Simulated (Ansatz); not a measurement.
Take BeO in the wurtzite structure (space group P6_3mc, No. 186; a = 2.712 Å, c = 4.405 Å) as the base.

The values are results of PBE (Ansatz, a first-principles code, PAW, no spin-orbit coupling), not measurements.

Its conduction minimum is a single valley at Γ with mass 0.58 mₑ.

The change: 0.281 electrons added to each cell, a density of 1.0×10^22 cm⁻³, with a uniform compensating background at fixed cell and a 300 K Fermi–Dirac width.

### Question
Where would a parabolic band put the Fermi level, and where does the calculation put it?

### Answer
k_F = (3π²n)^(1/3) = 0.667 Å⁻¹, so ħ²k_F²/2m = 2.9 eV above the band edge at zero temperature. The calculation gives 1.55 eV (to 0.05 eV): the band is strongly non-parabolic or higher valleys fill at this density.

Charged cell with a jellium background: band edges are those of the host's band count, energies are not comparable with the neutral cell, and many-body gap narrowing is missing. The levels and masses belong to the bands next to the band gap. Effective masses come from finite differences of ±0.01 Å⁻¹. Whether these cells are dynamically stable was not tested.
